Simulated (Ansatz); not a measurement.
# How much does C in Ru(0001), 2x2 scatter?, part 2 of 3

Wanted: the reflection from a plane of defects, C in Ru(0001), 2x2, and the resistivity it implies.

Ansatz 0.2.0; Ansatz plane-wave DFT, PBE, PAW files; ballistic transport by layer matching (Landauer), zero bias; PAW set soft_1 (the session's first sound run).

So far, resistivity per at.% scaled from this dense plane, with the factor 3/4 for isotropic scattering (µΩ cm): step 3 (resistance at ideal sites) 2.16.

## Step 4: Relaxing the neighbours

The neighbours of the defect are let go while the lead's layers stay on their sites, since a lead must repeat to 0.01 Å.

This step: Ansatz plane-wave DFT, PBE, PAW files; relaxation with the lead's layers held; PAW set soft_1 (Ansatz 0.2.0).

input.yaml reads:

```yaml
crystal:
  lattice:
    - [5.4116, 0.0, 0.0]
    - [-2.7058, 4.6865830751, 0.0]
    - [0.0, 0.0, 34.2552]
  atoms:
    - { symbol: Ru, position: [0.1666666667, 0.3333333333, 0.03125] }
    - { symbol: Ru, position: [0.1666666667, 0.8333333333, 0.03125] }
    - { symbol: Ru, position: [0.6666666667, 0.3333333333, 0.03125] }
    - { symbol: Ru, position: [0.6666666667, 0.8333333333, 0.03125] }
    - { symbol: Ru, position: [0.3333333333, 0.1666666667, 0.09375] }
    - { symbol: Ru, position: [0.3333333333, 0.6666666667, 0.09375] }
    - { symbol: Ru, position: [0.8333333333, 0.1666666667, 0.09375] }
    - { symbol: Ru, position: [0.8333333333, 0.6666666667, 0.09375] }
    - { symbol: Ru, position: [0.1666666667, 0.3333333333, 0.15625] }
    - { symbol: Ru, position: [0.1666666667, 0.8333333333, 0.15625] }
    - { symbol: Ru, position: [0.6666666667, 0.3333333333, 0.15625] }
    - { symbol: Ru, position: [0.6666666667, 0.8333333333, 0.15625] }
    - { symbol: Ru, position: [0.3333333333, 0.1666666667, 0.21875] }
    - { symbol: Ru, position: [0.3333333333, 0.6666666667, 0.21875] }
    - { symbol: Ru, position: [0.8333333333, 0.1666666667, 0.21875] }
    - { symbol: Ru, position: [0.8333333333, 0.6666666667, 0.21875] }
    - { symbol: Ru, position: [0.1666666667, 0.3333333333, 0.28125] }
    - { symbol: Ru, position: [0.1666666667, 0.8333333333, 0.28125] }
    - { symbol: Ru, position: [0.6666666667, 0.3333333333, 0.28125] }
    - { symbol: Ru, position: [0.6666666667, 0.8333333333, 0.28125] }
    - { symbol: Ru, position: [0.3333333333, 0.1666666667, 0.34375] }
    - { symbol: Ru, position: [0.3333333333, 0.6666666667, 0.34375] }
    - { symbol: Ru, position: [0.8333333333, 0.1666666667, 0.34375] }
    - { symbol: Ru, position: [0.8333333333, 0.6666666667, 0.34375] }
    - { symbol: Ru, position: [0.1666666667, 0.3333333333, 0.40625] }
    - { symbol: Ru, position: [0.1666666667, 0.8333333333, 0.40625] }
    - { symbol: Ru, position: [0.6666666667, 0.3333333333, 0.40625] }
    - { symbol: Ru, position: [0.6666666667, 0.8333333333, 0.40625] }
    - { symbol: Ru, position: [0.3333333333, 0.1666666667, 0.46875] }
    - { symbol: Ru, position: [0.3333333333, 0.6666666667, 0.46875] }
    - { symbol: Ru, position: [0.8333333333, 0.1666666667, 0.46875] }
    - { symbol: Ru, position: [0.8333333333, 0.6666666667, 0.46875] }
    - { symbol: Ru, position: [0.1666666667, 0.3333333333, 0.53125] }
    - { symbol: Ru, position: [0.1666666667, 0.8333333333, 0.53125] }
    - { symbol: Ru, position: [0.6666666667, 0.3333333333, 0.53125] }
    - { symbol: Ru, position: [0.6666666667, 0.8333333333, 0.53125] }
    - { symbol: Ru, position: [0.3333333333, 0.1666666667, 0.59375] }
    - { symbol: Ru, position: [0.3333333333, 0.6666666667, 0.59375] }
    - { symbol: Ru, position: [0.8333333333, 0.1666666667, 0.59375] }
    - { symbol: Ru, position: [0.8333333333, 0.6666666667, 0.59375] }
    - { symbol: Ru, position: [0.1666666667, 0.3333333333, 0.65625] }
    - { symbol: Ru, position: [0.1666666667, 0.8333333333, 0.65625] }
    - { symbol: Ru, position: [0.6666666667, 0.3333333333, 0.65625] }
    - { symbol: Ru, position: [0.6666666667, 0.8333333333, 0.65625] }
    - { symbol: C, position: [0.0, 0.0, 0.5625] }
    - { symbol: Ru, position: [0.3333333333, 0.1666666667, 0.71875] }
    - { symbol: Ru, position: [0.3333333333, 0.6666666667, 0.71875] }
    - { symbol: Ru, position: [0.8333333333, 0.1666666667, 0.71875] }
    - { symbol: Ru, position: [0.8333333333, 0.6666666667, 0.71875] }
    - { symbol: Ru, position: [0.1666666667, 0.3333333333, 0.78125] }
    - { symbol: Ru, position: [0.1666666667, 0.8333333333, 0.78125] }
    - { symbol: Ru, position: [0.6666666667, 0.3333333333, 0.78125] }
    - { symbol: Ru, position: [0.6666666667, 0.8333333333, 0.78125] }
    - { symbol: Ru, position: [0.3333333333, 0.1666666667, 0.84375] }
    - { symbol: Ru, position: [0.3333333333, 0.6666666667, 0.84375] }
    - { symbol: Ru, position: [0.8333333333, 0.1666666667, 0.84375] }
    - { symbol: Ru, position: [0.8333333333, 0.6666666667, 0.84375] }
    - { symbol: Ru, position: [0.1666666667, 0.3333333333, 0.90625] }
    - { symbol: Ru, position: [0.1666666667, 0.8333333333, 0.90625] }
    - { symbol: Ru, position: [0.6666666667, 0.3333333333, 0.90625] }
    - { symbol: Ru, position: [0.6666666667, 0.8333333333, 0.90625] }
    - { symbol: Ru, position: [0.3333333333, 0.1666666667, 0.96875] }
    - { symbol: Ru, position: [0.3333333333, 0.6666666667, 0.96875] }
    - { symbol: Ru, position: [0.8333333333, 0.1666666667, 0.96875] }
    - { symbol: Ru, position: [0.8333333333, 0.6666666667, 0.96875] }
kpoints:
  mp_grid: { grid: [5, 5, 1] }
hamiltonian:
  xc: pbe
  pseudopotentials: { kind: paw, azcp: { folder: soft_1 } }
scf:
  occupations: { method: fermi_dirac, width: 0.1 }
relax:
  f_tol: 0.03
  max_steps: 40
  constraints:
    - { sites: [0, 1, 2, 3, 4, 5, 6, 7, 8, 9, 10, 11, 12, 13, 14, 15, 16, 17, 18, 19, 45, 46, 47, 48, 49, 50, 51, 52, 53, 54, 55, 56, 57, 58, 59, 60, 61, 62, 63, 64] }
```

Launch:

```
> ansatz run input.yaml --threads 4 --pin off --max-ram 15360MiB --backend cpu --events-out ev --progress --plain --runs-dir out
```

Numbers of over 12 decimals in the logs are rounded to 6 here.

What it wrote:

```text
Warning: crystal.symmetry: narrowed to the stabiliser of the relax constraints — unitary ops 12 → 6; lowered at sites 20, 21, 22, 23, 24, 25, 26, 27, 45, 46, 47, 48, 49, 50, 51, 52 (the operations that carried what is held of a site onto what its image site leaves free; the constrained walk keeps no symmetry that its constraints do not admit)
[...]
Crystal: 65 atoms, lattice volume = 868.777 Å³
Basis set: ecut = 420 eV, 16909 PW (Γ), exchange–correlation on 80×80×480 points (8 copies of the dense FFT grid, shifted against one another)
Bands: 617, of which v1, the nominal top of the filled ones, is band 514 counted from 1 (513 counted from 0)
Symmetry: 6 space group operations
k-points: 5 of 25 (time reversal used)
[...]
SCF iter   1: F=—  HF=-376550.573979 eV  |F-HF|=—  |Δ(HF+E_count)|=         —  Δρ=1.47e-1  dr2=6.87e3  ethr=3.10e-3  ⟨swp⟩=5.0  Hψ=9856  notcnv=0  defer=5
[...]
SCF iter   9: F=-376486.816218 eV  HF=-376486.816222 eV  |F-HF|=3.86e-6  |Δ(HF+E_count)|=   8.11e-7  Δρ=7.87e-6  dr2=4.11e-6  ethr=2.19e-9  ⟨swp⟩=3.2  Hψ=6937  notcnv=0
SCF 1 converged in 9 iterations: F = -376486.816218 eV  dr2 = 4.11e-6
[...]
relax step   1: F+E_penalty+E_count = -376486.81621770 eV  Δ(F+E_penalty+E_count) = +0.000e0 eV  max|allowed force component| = 3.211e0 eV/Å  Δτ_max = 0.0000 Å  (9 SCF iters, dr2 threshold 2.25e-5 eV, accepted)
[...]
iter 1 solved again at ethr=6.44e-4 eV; its pass at ethr=3.10e-3 eV (dr2=6.62e0 eV) is discarded
[...]
SCF iter   6: F=-376488.033558 eV  HF=-376488.033602 eV  |F-HF|=4.32e-5  |Δ(HF+E_count)|=   2.23e-5  Δρ=2.00e-5  dr2=4.47e-5  ethr=9.73e-9  ⟨swp⟩=2.8  Hψ=8724  notcnv=0
SCF 2 converged in 6 iterations: F = -376488.033558 eV  dr2 = 4.47e-5
[...]
relax step   2: F+E_penalty+E_count = -376488.03355834 eV  Δ(F+E_penalty+E_count) = -1.217e0 eV  max|allowed force component| = 6.901e-1 eV/Å  Δτ_max = 0.1766 Å  (6 SCF iters, dr2 threshold 1.00e-4 eV, accepted)
SCF iter   1: F=—  HF=-376488.178913 eV  |F-HF|=—  |Δ(HF+E_count)|=         —  Δρ=3.87e-3  dr2=4.08e-1  ethr=8.16e-4  ⟨swp⟩=4.0  Hψ=5912  notcnv=0  defer=50
[...]
SCF iter   6: F=-376488.154106 eV  HF=-376488.154132 eV  |F-HF|=2.58e-5  |Δ(HF+E_count)|=   1.85e-6  Δρ=9.53e-6  dr2=2.60e-5  ethr=2.90e-9  ⟨swp⟩=2.0  Hψ=7402  notcnv=0
SCF 3 converged in 6 iterations: F = -376488.154106 eV  dr2 = 2.60e-5
relax step   3: F+E_penalty+E_count = -376488.15410584 eV  Δ(F+E_penalty+E_count) = -1.205e-1 eV  max|allowed force component| = 1.917e-1 eV/Å  Δτ_max = 0.0537 Å  (6 SCF iters, dr2 threshold 2.98e-5 eV, accepted)
[...]
relax step   4: F+E_penalty+E_count = -376488.15697754 eV  Δ(F+E_penalty+E_count) = -2.872e-3 eV  max|allowed force component| = 2.223e-2 eV/Å  Δτ_max = 0.0104 Å  (6 SCF iters, dr2 threshold 2.30e-6 eV, accepted)
[...]
SCF iter   7: F=-376488.156978 eV  HF=-376488.156978 eV  |F-HF|=0.00e0  |Δ(HF+E_count)|=    0.00e0  Δρ=3.43e-9  dr2=5.37e-13  ethr=1.00e-12  ⟨swp⟩=1.0  Hψ=6140  notcnv=0
SCF 5 converged in 7 iterations: F = -376488.156978 eV  dr2 = 5.37e-13
relax step   5: F+E_penalty+E_count = -376488.15697775 eV  Δ(F+E_penalty+E_count) = -2.101e-7 eV  max|allowed force component| = 2.225e-2 eV/Å  Δτ_max = 0.0000 Å  (7 SCF iters, accepted)
SCF converged after 7 iterations
Free energy (F): -376488.156978 eV
[...]
Internal energy: -376486.087573 eV  (E = F + TS)
E sigma→0 (E₀):  -376487.122275 eV
Entropy (-TS):   -2.069405 eV (-31.837 meV/atom)
Fermi energy:    23.504119 eV
[...]
--- Forces (eV/Å), atoms counted from 1 ---
  atom   1  Ru     0.00000000     0.00517724    -0.00015491
  atom   2  Ru     0.00448362    -0.00258862    -0.00015491
  atom   3  Ru     0.00000000     0.00000000     0.00536209
  atom   4  Ru    -0.00448362    -0.00258862    -0.00015491
  atom   5  Ru     0.00373347     0.00215552     0.00928116
  atom   6  Ru     0.00000000    -0.00000000    -0.00181198
  atom   7  Ru    -0.00373347     0.00215552     0.00928116
  atom   8  Ru     0.00000000    -0.00431103     0.00928116
  atom   9  Ru     0.00000000    -0.00073776     0.00799416
  atom  10  Ru    -0.00063892     0.00036888     0.00799416
  atom  11  Ru     0.00000000     0.00000000    -0.00966348
  atom  12  Ru     0.00063892     0.00036888     0.00799416
  atom  13  Ru     0.00532746     0.00307581    -0.03601661
  atom  14  Ru    -0.00000000    -0.00000000    -0.07494845
  atom  15  Ru    -0.00532746     0.00307581    -0.03601661
  atom  16  Ru     0.00000000    -0.00615162    -0.03601661
  atom  17  Ru    -0.00000000    -0.00385940    -0.27043345
  atom  18  Ru    -0.00334234     0.00192970    -0.27043345
  atom  19  Ru    -0.00000000     0.00000000    -0.31376089
  atom  20  Ru     0.00334234     0.00192970    -0.27043345
  atom  21  Ru     0.00001907     0.00001101    -0.00085453
  atom  22  Ru     0.00000000    -0.00000000     0.01084987
  atom  23  Ru    -0.00001907     0.00001101    -0.00085453
  atom  24  Ru     0.00000000    -0.00002202    -0.00085453
  atom  25  Ru    -0.00000000    -0.00452804    -0.00966675
  atom  26  Ru    -0.00392140     0.00226402    -0.00966675
  atom  27  Ru     0.00000000     0.00000000     0.00472436
  atom  28  Ru     0.00392140     0.00226402    -0.00966675
  atom  29  Ru    -0.00046390    -0.00026783    -0.00711278
  atom  30  Ru     0.00000000    -0.00000000     0.01978642
  atom  31  Ru     0.00046390    -0.00026783    -0.00711278
  atom  32  Ru    -0.00000000     0.00053567    -0.00711278
  atom  33  Ru    -0.00000000     0.00608433     0.00254117
  atom  34  Ru     0.00526919    -0.00304217     0.00254117
  atom  35  Ru     0.00000000    -0.00000000     0.00570329
  atom  36  Ru    -0.00526919    -0.00304217     0.00254117
  atom  37  Ru     0.00538013     0.00310622     0.00141782
  atom  38  Ru     0.00000000     0.00000000    -0.00031323
  atom  39  Ru    -0.00538013     0.00310622     0.00141782
  atom  40  Ru     0.00000000    -0.00621243     0.00141782
[...]
atom  54  Ru     0.00432000     0.00249415     0.02265779
  atom  55  Ru     0.00000000    -0.00000000     0.06725847
  atom  56  Ru    -0.00432000     0.00249415     0.02265779
  atom  57  Ru     0.00000000    -0.00498831     0.02265779
  atom  58  Ru     0.00000000     0.00625137    -0.01571094
  atom  59  Ru     0.00541385    -0.00312569    -0.01571094
  atom  60  Ru     0.00000000     0.00000000     0.01208168
  atom  61  Ru    -0.00541385    -0.00312569    -0.01571094
  atom  62  Ru    -0.00106744    -0.00061629    -0.01520956
  atom  63  Ru     0.00000000    -0.00000000    -0.00575454
  atom  64  Ru     0.00106744    -0.00061629    -0.01520956
  atom  65  Ru     0.00000000     0.00123257    -0.01520956
  max |Σ_I F_I| component: 3.62e-6 eV/Å
--- Relaxed structure (5 steps of the walk, 5 accepted, 0 SCFs on fresh bases) ---
  F+E_penalty+E_count = -376488.15697775 eV   max|allowed force component| = 2.225e-2 eV/Å
  atoms:
    - { symbol: Ru, position: [0.166667, 0.333333, 0.03125] }
    - { symbol: Ru, position: [0.166667, 0.833333, 0.03125] }
    - { symbol: Ru, position: [0.666667, 0.333333, 0.03125] }
    - { symbol: Ru, position: [0.666667, 0.833333, 0.03125] }
    - { symbol: Ru, position: [0.333333, 0.166667, 0.093750] }
    - { symbol: Ru, position: [0.333333, 0.666667, 0.093750] }
    - { symbol: Ru, position: [0.833333, 0.166667, 0.093750] }
    - { symbol: Ru, position: [0.833333, 0.666667, 0.093750] }
    - { symbol: Ru, position: [0.166667, 0.333333, 0.15625] }
    - { symbol: Ru, position: [0.166667, 0.833333, 0.15625] }
    - { symbol: Ru, position: [0.666667, 0.333333, 0.15625] }
    - { symbol: Ru, position: [0.666667, 0.833333, 0.15625] }
    - { symbol: Ru, position: [0.333333, 0.166667, 0.218750] }
    - { symbol: Ru, position: [0.333333, 0.666667, 0.218750] }
    - { symbol: Ru, position: [0.833333, 0.166667, 0.218750] }
    - { symbol: Ru, position: [0.833333, 0.666667, 0.218750] }
    - { symbol: Ru, position: [0.166667, 0.333333, 0.28125] }
    - { symbol: Ru, position: [0.166667, 0.833333, 0.28125] }
    - { symbol: Ru, position: [0.666667, 0.333333, 0.28125] }
    - { symbol: Ru, position: [0.666667, 0.833333, 0.28125] }
    - { symbol: Ru, position: [0.333183, 0.166592, 0.342942] }
    - { symbol: Ru, position: [0.333333, 0.666667, 0.342814] }
    - { symbol: Ru, position: [0.833408, 0.166592, 0.342942] }
    - { symbol: Ru, position: [0.833408, 0.666817, 0.342942] }
    - { symbol: Ru, position: [0.166214, 0.332428, 0.404854] }
    - { symbol: Ru, position: [0.166214, 0.833786, 0.404854] }
    - { symbol: Ru, position: [0.666667, 0.333333, 0.404645] }
    - { symbol: Ru, position: [0.667572, 0.833786, 0.404854] }
    - { symbol: Ru, position: [0.335089, 0.167545, 0.466603] }
    - { symbol: Ru, position: [0.333333, 0.666667, 0.465118] }
    - { symbol: Ru, position: [0.832455, 0.167545, 0.466603] }
    - { symbol: Ru, position: [0.832455, 0.664911, 0.466603] }
    - { symbol: Ru, position: [0.175748, 0.351496, 0.528629] }
    - { symbol: Ru, position: [0.175748, 0.824252, 0.528629] }
    - { symbol: Ru, position: [0.666667, 0.333333, 0.528765] }
    - { symbol: Ru, position: [0.648504, 0.824252, 0.528629] }
    - { symbol: Ru, position: [0.351485, 0.175743, 0.595005] }
    - { symbol: Ru, position: [0.333333, 0.666667, 0.594864] }
    - { symbol: Ru, position: [0.824257, 0.175743, 0.595005] }
    - { symbol: Ru, position: [0.824257, 0.648515, 0.595005] }
[...]
- { symbol: C, position: [-5.546786062106517e-19, 0, 0.561816] }
[...]
- { symbol: Ru, position: [0.333333, 0.166667, 0.84375] }
    - { symbol: Ru, position: [0.333333, 0.666667, 0.84375] }
    - { symbol: Ru, position: [0.833333, 0.166667, 0.84375] }
    - { symbol: Ru, position: [0.833333, 0.666667, 0.84375] }
    - { symbol: Ru, position: [0.166667, 0.333333, 0.906250] }
    - { symbol: Ru, position: [0.166667, 0.833333, 0.906250] }
    - { symbol: Ru, position: [0.666667, 0.333333, 0.906250] }
    - { symbol: Ru, position: [0.666667, 0.833333, 0.906250] }
    - { symbol: Ru, position: [0.333333, 0.166667, 0.96875] }
    - { symbol: Ru, position: [0.333333, 0.666667, 0.96875] }
    - { symbol: Ru, position: [0.833333, 0.166667, 0.96875] }
    - { symbol: Ru, position: [0.833333, 0.666667, 0.96875] }
```

Wall time 12 min (4 threads of Arm Neoverse V1, shared host); peak memory 8 GiB; 45 min of CPU time.

The steps of the relaxation:

```csv
step,energy less that of the first step (eV),largest force component (eV/Å)
1,0.0000,3.2109
2,-1.2173,0.6901
3,-1.3379,0.1917
4,-1.3408,0.0222
5,-1.3408,0.0222
```

The atoms that moved most (Å):

| atom | dx | dy | dz | length |
| --- | --- | --- | --- | --- |
| Ru30 | 0.000 | 0.000 | -0.124 | 0.124 |
| Ru33 | 0.000 | 0.085 | -0.090 | 0.124 |
| Ru34 | 0.074 | -0.043 | -0.090 | 0.124 |
| Ru36 | -0.074 | -0.043 | -0.090 | 0.124 |
| Ru37 | 0.074 | 0.043 | 0.043 | 0.095 |
| Ru40 | 0.000 | -0.085 | 0.043 | 0.095 |
| Ru39 | -0.074 | 0.043 | 0.043 | 0.095 |
| Ru35 | 0.000 | 0.000 | -0.085 | 0.085 |

This step gave:

```
free energy             : -376488.1570 eV
energy at zero smearing : -376487.1223 eV
```

The largest force component on a free atom ends at 0.022 eV/Å, under the tolerance of 0.03, after 5 steps.

[end of part 2 of 3]

[Logs are printed without paths, hosts, clocks, repeated set-up lines and the standing remarks that a program may print on its own settings, such as how far it seeks lower states.]

[Hosts, paths, dates, database ids (printed as entryN), source tags and the programs' standing remarks are cut or masked in the printed files.]
